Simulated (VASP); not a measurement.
Wanted: the native input for a VASP 6.6.1 run.

```yaml
Task: single point
Functional: PBE
Potentials_or_basis: VASP PAW PBE potentials, release 64 (Pm)
Cutoff: 520 eV
k_mesh: 6 × 6 × 6
Occupations: gaussian, width 0.05 eV
Spin: collinear spin, typed start
Starting_moments: "[5.38] μB"
Dipole_correction: no
Further_INCAR_settings: ALGO = Normal; EDIFF = 1e-06; NBANDS = 18
```

The structure of Pm lies in POSCAR:

```
Pm
1.0
    0.0000000000      2.6740031693      2.6740031693
    2.6740031693      0.0000000000      2.6740031693
    2.6740031693      2.6740031693      0.0000000000
Pm
1
Direct
    0.0000000000      0.0000000000      0.0000000000
```

The cell was built by a generator and needn't be a form met in nature.

One way to write it, as run:

INCAR

```
SYSTEM = Pm
ALGO = Normal
EDIFF = 1E-6
ENCUT = 520
GGA = PE
ISIF = 2
ISMEAR = 0
ISPIN = 2
LASPH = .TRUE.
LCHARG = .FALSE.
LMAXMIX = 6
LORBIT = 11
LREAL = .FALSE.
LWAVE = .FALSE.
MAGMOM = 5.38
NBANDS = 18
NELM = 150
PREC = Accurate
SIGMA = 0.05
```

KPOINTS

```
k-points
0
G
  6 6 6
  0 0 0
```

Potentials or basis: VASP PAW PBE potentials, release 64 (Pm).

Launch:

```sh
$ cat potpaw_PBE.64/Pm/POTCAR > POTCAR
$ mpirun -np 1 vasp_std > vasp.out
```

Results of the run:

- Pressure: -0.7 GPa
- Band gap on the k mesh: none (metal or under the smearing width)
- Net moment: 5.33 μB per cell
- Site moments: Pm +4.63 μB
- Valence electrons inside the program's atomic spheres: Pm 12.38

Caveat: the magnetic or orbital state may not be the lowest; spin-orbit coupling is left out, which moves the levels of the heavy elements.

Run time: 22 s on 1 thread of Intel(R) Xeon(R) Platinum 8488C (Sapphire Rapids), on a shared host, peak memory 0.17 GiB.
